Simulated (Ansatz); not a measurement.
ZnInGaO$_{4}$ (R3m), random displacements

Computed with DFT PBE, scalar-relativistic, plane waves, PAW in Ansatz 0.2.0. Cutoff 420 eV, Γ-centred 12×12×12 k-points, Gaussian smearing of 0.05 eV. No spin polarisation. Energies are free energies at this smearing, counted from the undisturbed cell; pressure is positive in compression.

The undisturbed cell (as given, not relaxed at this level, and it needn't be the usual structure):

```xyz
7
Lattice="1.6803 0.9701 8.7134 -1.6803 0.9701 8.7134 0.0000 -1.9403 8.7134" Properties=species:S:1:pos:R:3 pbc="T T T"
Zn    0.0000    0.0000    5.7086
In    0.0000    0.0000    0.0724
Ga    0.0000    0.0000   20.5732
O     0.0000    0.0000    7.7151
O     0.0000    0.0000   18.5951
O     0.0000    0.0000    3.1817
O     0.0000    0.0000   22.5747
```

The atoms are displaced (Å, in the unstrained cell):

| atom | ux | uy | uz |
| --- | --- | --- | --- |
| Zn1 | -0.064 | -0.027 | 0.027 |
| In2 | 0.080 | 0.038 | 0.090 |
| Ga3 | 0.024 | -0.012 | -0.076 |
| O4 | -0.102 | -0.016 | -0.039 |
| O5 | 0.047 | 0.081 | 0.017 |
| O6 | -0.074 | -0.043 | -0.012 |
| O7 | 0.090 | -0.022 | -0.008 |

The cell is not strained.

(1) What are the energy change, the stress and the forces?

Answers

(1) ΔE = 58.7 meV/atom; stress (xx, yy, zz, yz, xz, xy; compression positive) (-0.02, 1.27, 2.94, -0.16, 0.12, -3.68) GPa; gap on the mesh 0.54 eV.
| atom | Fx (eV/Å) | Fy | Fz |
| --- | --- | --- | --- |
| Zn1 | 0.84 | -0.29 | -0.40 |
| In2 | -0.58 | 0.23 | -1.53 |
| Ga3 | -0.83 | -0.10 | 2.14 |
| O4 | 0.59 | 0.02 | 1.42 |
| O5 | -0.07 | -0.48 | -0.59 |
| O6 | 1.25 | 0.30 | -0.54 |
| O7 | -1.19 | 0.33 | -0.51 |

Cost: 1 run of about 8.1 core-minutes, on Intel Xeon Processor @ 2.50GHz (Skylake/Cascade Lake) (shared hosts).